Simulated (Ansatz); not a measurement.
From C4H10 to CHF3: predicting a member

On one C centre that keeps H, n of the CH3 ligands are replaced by F. The HOMO–LUMO gap y in eV at wB97X-V/def2-TZVPP. Shapes, held fixed at every level: PBE0-D4/def2-TZVP. Programs: Ansatz 0.2.0.

```
molecule  n  y (eV)
   C4H10  0   14.44
   C3H7F  1   14.79
  C2H4F2  2       ?
    CHF3  3   17.81
```

Q: Fit y = c + s·n to the known rows and predict C2H4F2.

A: 
1. Means of the 3 rows: n = 1.33333, y = 15.680.
2. Σ(Δn)² = 4.6667, Σ(Δn·Δy) = 5.5, so the slope is 5.5/4.6667 = 1.1786.
3. Intercept: 15.680 − (1.1786) × 1.33333 = 14.109. The largest residual of the fit is 0.50.
4. C2H4F2: 14.109 + (1.1786) × 2 = 16.47 eV.

The run gave 15.54 eV, so the prediction is off by +0.93 eV, more than the scatter of the fit. The step per swap changes from +0.35 to +2.27 eV along the series, so a line misses the bend. Other levels give for C2H4F2: PBE-D4/def2-TZVPP 8.58; r2SCAN-D4/def2-TZVPP 9.89; wB97M-V/def2-TZVPP 15.00 eV. Orbital gaps aren't excitation energies, and the LUMO depends on the basis.

The gap widens with every replacement of CH3 by F, but most of the rise comes at the last step, where C2H4F2 at 15.54 eV gives way to CHF3 at 17.81 eV. The likely reason is a change in the occupied frontier orbital. While a methyl group remains, the HOMO can draw on C–C and methyl C–H σ bonding, which electronegative fluorine stabilises mainly by induction. CHF3 has no C–C bond and no methyl group, leaving only the deeper central C–H bond and the fluorine lone pairs to supply the HOMO. The substitutions are therefore not equivalent electronically, and a straight line pulled up by the CHF3 endpoint overestimates the intermediate member.

The much smaller PBE and r2SCAN gaps for C2H4F2 probably reflect the missing nonlocal exchange, which in the range-separated hybrids separates occupied from empty levels more strongly. Because those comparisons cover a single molecule, they do not show whether the curvature along the series persists with other functionals.
